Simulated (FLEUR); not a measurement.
Runs of FLEUR MaX-R8.1 (later development tree) on Rh. The structure is cubic, space group Fm-3m (No. 225). The conventional cell has a = 3.796 Å, b = 3.796 Å, c = 3.796 Å, α = 90.00°, β = 90.00°, γ = 90.00°. Rh (site symmetry m-3m) has 12 Rh at 2.68 Å as nearest neighbours. 

```tsv
task	level	cell	max iterations	mixing factor	mixer	mixer history	density convergence	gap on the mesh (eV)	V0 of scaled cells (Å³/atom)	B0 (GPa)
single point	PBEsol	cell strained at random at fixed volume	60	0.05	Anderson	15	1e-05 me/bohr^3	none	-	-
single point	PBEsol	as given	60	0.05	Anderson	15	1e-05 me/bohr^3	none	-	-
equation of state	PBEsol	as given	-	-	-	-	-	-	13.49	296
equation of state	r2SCAN	as given	-	-	-	-	-	-	13.72	(a)
```

Alike in all rows: potentials or basis all-electron, FLAPW; no spin polarisation; k mesh 12 × 12 × 12; smearing fermi-dirac 0.05 eV; kmax 4.26 1/bohr.

Problem. Fill in the values left out.

Solution. (a) 283.

Caveats: the meta-GGA is that of a development version, with a GGA for the radial functions and cores and without core tails (some runs).

A k mesh can miss the band edges, and the runs leave out spin-orbit coupling on Rh.

A gap of «none» marks a metal or a gap under the smearing width.
